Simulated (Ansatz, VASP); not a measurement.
TaN in VASP and in Ansatz

File INCAR:

```
PREC = Accurate
ENCUT = 520
EDIFF = 1E-7
ISMEAR = -1
SIGMA = 0.01
LREAL = F
LASPH = T
NELM = 60
ALGO = Normal
ISIF = 2
LWAVE = F
LCHARG = F
GGA = PE
NBANDS = 24
```

File KPOINTS:

```
regular mesh
0
Gamma
  9 9 5
```

File POSCAR:

```
TaN
1.0
    3.0275449731      0.0000000000      0.0000000000
   -1.5137724866      2.6219308577      0.0000000000
    0.0000000000      0.0000000000      4.8849922940
Ta N
2 2
Direct
    0.0000000000      0.0000000000      0.0000000000
    0.0000000000      0.0000000000      0.5000000000
    0.3333333333      0.6666666667      0.2500000000
    0.6666666667      0.3333333333      0.7500000000
```

Input for Ansatz:

```yaml
crystal:
  lattice:
    - [3.0275449731, 0.0, 0.0]
    - [-1.5137724866, 2.6219308577, 0.0]
    - [0.0, 0.0, 4.884992294]
  atoms:
    - { symbol: Ta, position: [0.0, 0.0, 0.0] }
    - { symbol: Ta, position: [0.0, 0.0, 0.5] }
    - { symbol: "N", position: [0.3333333333, 0.6666666667, 0.25] }
    - { symbol: "N", position: [0.6666666667, 0.3333333333, 0.75] }
kpoints:
  mp_grid: { grid: [9, 9, 5] }
  band_path:
    path:
      - [0.0, 0.0, 0.0]
      - [0.5, 0.0, 0.0]
      - [0.3333333333, 0.3333333333, 0.0]
      - [0.0, 0.0, 0.0]
      - [0.0, 0.0, 0.5]
      - [0.5, 0.0, 0.5]
      - [0.3333333333, 0.3333333333, 0.5]
      - [0.0, 0.0, 0.5]
      - [0.5, 0.0, 0.5]
    npoints: 5
scf:
  occupations: { method: fermi_dirac, width: 0.01 }
hamiltonian:
  xc: pbe
  pseudopotentials: { kind: all_electron, lapw: { basis_error: 0.0005 } }
output:
  forces: true
  stress: true
  eigenvalues: true
```

Change from the starting cell: volume scaled by 0.98.

Alike in both runs: task single point; functional PBE; k mesh 9 × 9 × 5; occupations fermi-dirac, width 0.01 eV; no spin polarisation.

```csv
,VASP,Ansatz
version,VASP 6.6.1,Ansatz 0.2.0
potentials or method,"VASP PAW PBE potentials, release 64 (Ta_pv, N)","all-electron LAPW, scalar-relativistic"
plane-wave cutoff (eV),520,see its input
```

|  | VASP | Ansatz | Ansatz less VASP |
| --- | --- | --- | --- |
| pressure (GPa) | 72.5 | 70.3 | -2.22 |
| largest component of the traceless stress (GPa) | 60.62 | 59.91 | -0.711 |

Ansatz ran all-electron here, so the differences hold the error of VASP's frozen core and of both bases.

Caveats: the cell as given lies far from equilibrium; so large a pressure means that the cell lies far from this level's equilibrium, or that cutoff or potentials fall short (VASP). The runs have no spin-orbit coupling, so splittings on Ta are missing.
